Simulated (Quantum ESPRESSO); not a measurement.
# HgTe (Coloradoite): equation of state with LDA

**Measured values to compare with.**

From a printed reference work, monograph, for a bulk crystal of HgTe: bulk modulus 43 GPa.

HgTe (Coloradoite):

```
Hg Te
1.0
     0.00000    3.21450    3.21450
     3.21450    0.00000    3.21450
     3.21450    3.21450    0.00000
Hg Te
1 1
Cartesian
  0.0000 0.0000 0.0000
  4.8217 4.8217 4.8217
```

- Program: Quantum ESPRESSO 7.5
- Task: equation of state
- Functional: LDA
- Potentials or basis: PseudoDojo 0.4.1 SR LDA standard
- Cutoff: 1088 eV
- Density cutoff: 4354 eV
- k mesh: 7 × 7 × 7
- Occupations: fermi-dirac, width 0.05 eV
- Spin: no spin polarisation

```yaml
Equilibrium_volume: 33.36 Å³/atom
Bulk_modulus: 48 GPa
Pressure_derivative_of_the_bulk_modulus: 5.1
```

Energy against volume, from the lowest point:
```
volume (Å³/atom)  energy (meV/atom)
          31.223              23.07
          31.887              10.43
          32.551               2.94
          33.215               0.00
          33.880               1.10
          34.544               5.75
          35.208              13.57
```

All runs of the series together: 4.6 min on 1 thread of Arm Neoverse V2, on a shared host.

A measured bulk modulus of HgTe is 43 GPa (a printed reference work, monograph); the calculated 48 GPa misses it by +10.5 %. The fit is for a static lattice scaled at fixed shape and fixed fractional positions.

The run has no spin-orbit coupling, so splittings on Hg, Te are missing.
